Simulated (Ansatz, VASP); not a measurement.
Ga in VASP and in Ansatz

```
CELL_PARAMETERS angstrom
1.45000 -4.06500 0.00000
1.45000 4.06500 0.00000
0.00000 0.00000 3.17000
ATOMIC_POSITIONS crystal
Ga 0.86700 0.13300 0.25000
Ga 0.13300 0.86700 0.75000
```

Alike in both runs: task electric field gradients; functional PBEsol; k mesh 12 × 12 × 10; occupations fermi-dirac, width 0.08 eV; no spin polarisation.

|  | VASP | Ansatz |
| --- | --- | --- |
| version | VASP 6.6.1 | Ansatz 0.2.0 |
| potentials or method | VASP PAW PBE potentials, release 64 (Ga_d) | PAW with Ansatz's default frozen-core files, scalar-relativistic |
| plane-wave cutoff (eV) | 520 | 420 |
| valence electrons in the cell | 26 | 26 |

|  | VASP | Ansatz | Ansatz less VASP |
| --- | --- | --- | --- |
| pressure (GPa) | -1.9 | -1.9 | -0.07 |
| largest component of the traceless stress (GPa) | 2.19 | 2.19 | 0.000 |
| rms of the force components (eV/Å) | 0.111 | 0.112 | +0.0006 |
| Vzz of the field gradient on the site that differs most (V/Å²) | -26.6 | -27.9 | -1.24 |

Atom by atom the forces differ by 0.001 eV/Å (rms over components).

Caveats: the PAW data sets were made with another functional, which shifts forces and pressure a little (VASP).
